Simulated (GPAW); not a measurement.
ZnS (Wurtzite-2H): relaxation of cell and atoms with BP86+D3(BJ)

ZnS (Wurtzite-2H):

```
Zn S
1.0
     3.81100    0.00000    0.00000
    -1.90550    3.30042    0.00000
     0.00000    0.00000    6.23400
Zn S
2 2
Direct
  0.66667 0.33333 0.50000
  0.33333 0.66667 0.00000
  0.66667 0.33333 0.88500
  0.33333 0.66667 0.38500
```

```
Program             : GPAW 26.7.0
Task                : relaxation of cell and atoms
Functional          : BP86
Dispersion          : D3(BJ)
Potentials or basis : PAW data sets generated in the run's folder for this functional
Cutoff              : 600 eV
Basis               : pw
k mesh              : 6 × 6 × 3
Occupations         : fermi-dirac, width 0.05 eV
Spin                : no spin polarisation
Maxiter             : 150
Optimizer           : BFGS
Fmax                : 0.05 eV/Å
Max steps           : 40
```

The relaxed volume is 18.68 Å³/atom. The relaxed cell is a = 3.746 Å, b = 3.746 Å, c = 6.146 Å, α = 90.00°, β = 90.00°, γ = 120.00°. The space group after relaxing (to 0.05 Å) is P6_3mc (No. 186), the energy gained by relaxing is 16.3 meV/atom and the ionic steps are 8. The pressure after relaxing is 0.1 GPa. The largest force after relaxing is 0.036 eV/Å, the band gap on the k mesh is 2.38 eV, direct and the dispersion energy per atom is -0.682 eV.

Forces on the atoms (eV/Å):
```
Zn   0.000  0.000  0.036
Zn   0.000  0.000  0.036
S    0.000  0.000 -0.036
S    0.000  0.000 -0.036
```

Stress tensor (GPa, compression positive):
```
-0.01  0.00  0.00
 0.00 -0.01  0.00
 0.00  0.00  0.23
```

The path:
```tsv
step	energy change (eV)	largest force (eV/Å)	pressure (GPa)	volume (Å³)
1	0.0000	0.3330	-3.45	78.41
2	-0.0136	0.2921	-3.18	78.06
3	-0.0550	0.2331	-0.18	74.99
4	-0.0607	0.0430	-0.94	75.64
5	-0.0619	0.0422	-0.74	75.46
6	-0.0646	0.0094	0.15	74.64
7	-0.0647	0.0184	0.14	74.65
8	-0.0650	0.0362	0.07	74.71
```

Final structure:
```xyz
4
Lattice="3.7464 0.0000 0.0000 -1.8732 3.2444 0.0000 0.0000 0.0000 6.1464" Properties=species:S:1:pos:R:3 pbc="T T T"
Zn    1.8732    1.0815    3.1054
Zn    0.0000    2.1630    0.0322
S     1.8732    1.0815    5.4074
S     0.0000    2.1630    2.3342
```

Levels at points of the mesh, in eV from the valence-band top:
```
           k point  band 14  band 15  band 16  band 17  band 18  band 19  band 20  band 21  band 22  band 23
(0.00, 0.00, 0.00)    -0.97    -0.97    -0.09     0.00     0.00     2.38     3.15     6.23     6.23     6.49
(0.50, 0.50, 0.00)    -4.34    -3.51    -2.42    -1.83    -0.96     3.59     4.34     5.06     6.84     7.56
```

Wall time 2.6 min on 1 thread of Arm Neoverse V2, on a shared host, peak memory 0.27 GiB.

Caveat: later steps reuse the first step's grids.
